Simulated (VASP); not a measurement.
Cu:

```xyz
1
Lattice="-1.4428 1.4428 1.3761 1.4428 -1.4428 1.3761 1.4428 1.4428 -1.3761" Properties=species:S:1:pos:R:3 pbc="T T T"
Cu    0.0000    0.0000    0.0000
```

This isn't the form of Cu at room conditions, which is fcc.

| Quantity | Value |
| --- | --- |
| Program | VASP 6.6.1 |
| Task | relaxation of cell and atoms |
| Functional | LDA |
| Potentials or basis | VASP PAW LDA potentials, release 64 (Cu) |
| Cutoff | 600 eV |
| k mesh | 20 × 20 × 20 |
| Occupations | gaussian, width 0.1 eV |
| Spin | no spin polarisation |

At the start: pressure -7.0 GPa; volume 11.46 Å³/atom.

Question: Where does the relaxation end?

Answer: Over 13 steps the energy falls by 11.0 meV/atom and the volume is 10.99 Å³/atom (-4.1 %); space group I4/mmm (No. 139, to 0.05 Å).

Step by step:
```tsv
step	energy change (eV)	largest force (eV/Å)	pressure (GPa)	volume (Å³)
1	0.0000	0.0000	-6.95	11.46
2	-0.0049	0.0000	6.31	10.65
3	-0.0108	0.0000	0.00	10.98
4	-0.0108	0.0000	0.52	10.97
5	-0.0107	0.0000	-0.67	11.02
6	-0.0108	0.0000	-0.06	10.99
7	-0.0108	0.0000	-0.18	10.99
8	-0.0108	0.0000	-0.13	10.99
9	-0.0108	0.0000	-0.44	10.99
10	-0.0109	0.0000	-0.10	10.99
11	-0.0110	0.0000	-0.04	10.99
12	-0.0110	0.0000	-0.08	10.99
13	-0.0110	0.0000	-0.02	10.99
```

Final structure:
```yaml
crystal:
  lattice:
    - [-1.43101, 1.43101, 1.34175]
    - [1.43101, -1.43101, 1.34175]
    - [1.43101, 1.43101, -1.34175]
  atoms:
    - { symbol: Cu, position: [0.00000, 0.00000, 0.00000] }
```
